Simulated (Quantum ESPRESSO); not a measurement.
The system is C.

```
C
1.0
     2.52210    0.00000    0.00000
    -1.26105    2.18420    0.00000
     0.00000    0.00000    8.23710
C
8
Direct
  0.66667 0.33333 0.84375
  0.33333 0.66667 0.34375
  0.66667 0.33333 0.65625
  0.33333 0.66667 0.15625
  0.00000 0.00000 0.90625
  0.00000 0.00000 0.40625
  0.00000 0.00000 0.59375
  0.00000 0.00000 0.09375
```

This is a hexagonal form of diamond, not graphite.

Base run:

```yaml
Program: Quantum ESPRESSO 7.5
Functional: PBE
Potentials_or_basis: SG15 PBE 1.2
Cutoff: 1197 eV
Density_cutoff: 4789 eV
k_mesh: 12 × 12 × 4
Occupations: fermi-dirac, width 0.05 eV
Spin: no spin polarisation
```

Its results: band gap on the k mesh 4.46 eV, indirect (least direct gap 5.19 eV); pressure 0.9 GPa; largest force 0.328 eV/Å.

**Question.** The run is repeated on the same cell with these changes: potentials or basis from SG15 PBE 1.2 to PseudoDojo 0.5 SR PBE standard; cutoff from 1197 eV to 1116 eV; density cutoff from 4789 eV to 4463 eV. What comes out?

**Answer.** Band gap on the k mesh 4.47 eV, indirect (least direct gap 5.22 eV); pressure 2.3 GPa; largest force 0.329 eV/Å.

Caveats: some levels on the path didn't converge.
